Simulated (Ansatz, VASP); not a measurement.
**Two plane-wave programs on ZnS**

```
CELL_PARAMETERS angstrom
0.00000 2.72156 2.72156
2.72156 0.00000 2.72156
2.72156 2.72156 0.00000
ATOMIC_POSITIONS crystal
Zn 0.00000 0.00000 0.00000
S 0.75000 0.75000 0.75000
```

Alike in both runs: functional PBE; k mesh 10 × 10 × 10; occupations gaussian, width 0.02 eV; no spin polarisation.

Ansatz relaxed the structure, and its values are those at the end. VASP's run is a single point on that final structure, the one shown.

|  | VASP | Ansatz |
| --- | --- | --- |
| version | VASP 6.6.1 | Ansatz 0.2.0 |
| potentials or method | VASP PAW PBE potentials, release 64 (Zn, S) | scalar-relativistic, plane waves, PAW |
| plane-wave cutoff (eV) | 520 | 420 |
| valence electrons in the cell | 18 | 18 |

```csv
,VASP,Ansatz,Ansatz less VASP
gap on the k mesh at the Fermi level (eV),2.02,2.02,-0.004
least direct gap on the mesh (eV),2.02,2.02,-0.004
pressure (GPa),0.2,0.0,-0.15
```

With one functional, cell and mesh, what is left measures potentials, basis and numerics.

Expect the measured gap to be larger: semilocal functionals such as PBE lack the derivative discontinuity.
